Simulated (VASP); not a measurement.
Runs of VASP 6.6.1 on PbS. It takes space group Fm-3m (No. 225, cubic). The conventional cell has a = 5.904 Å, b = 5.904 Å, c = 5.904 Å, α = 90.00°, β = 90.00°, γ = 90.00°. Around Pb (site symmetry m-3m) lie 6 S at 2.95 Å. S (site symmetry m-3m) has 6 Pb at 2.95 Å as nearest neighbours. The cell is a database's computed one.

```csv
level,potentials or basis,k mesh,cutoff (eV),smearing,further INCAR settings,gap on the mesh (eV),pressure (GPa)
PBEsol,"VASP PAW PBE potentials, release 64 (Pb_d, S)",10 × 10 × 10,520,gaussian 0.5 eV,ALGO = Fast; EDIFF = 1e-06,0.20,(a)
PBEsol,"VASP PAW PBE potentials, release 64 (Pb_d, S)",10 × 10 × 10,700,gaussian 0.1 eV,ALGO = Fast; EDIFF = 1e-06,0.20,0.0
PBEsol,"VASP PAW PBE potentials, release 64 (Pb_d, S_h)",10 × 10 × 10,900,gaussian 0.1 eV,ALGO = Fast; EDIFF = 1e-06,0.20,0.0
PBEsol,"VASP PAW PBE potentials, release 64 (Pb_d, S)",16 × 16 × 16,520,gaussian 0.1 eV,ALGO = Fast; EDIFF = 1e-06,0.20,0.0
r2SCAN,"VASP PAW PBE potentials, release 64 (Pb_d, S)",10 × 10 × 10,520,gaussian 0.1 eV,ALGO = Normal; EDIFF = 1e-06,0.57,2.2
```

Alike in all rows: task single point; no spin polarisation; cell as given.

Fill in the values left out.

(a) -0.1.

Caveats: the PAW data sets were made with another functional, which shifts forces and pressure a little; spin-orbit coupling is left out, which as a rule narrows the gap of such compounds by several tenths of an eV.

A k mesh can miss the band edges, and the runs leave out spin-orbit coupling on Pb.
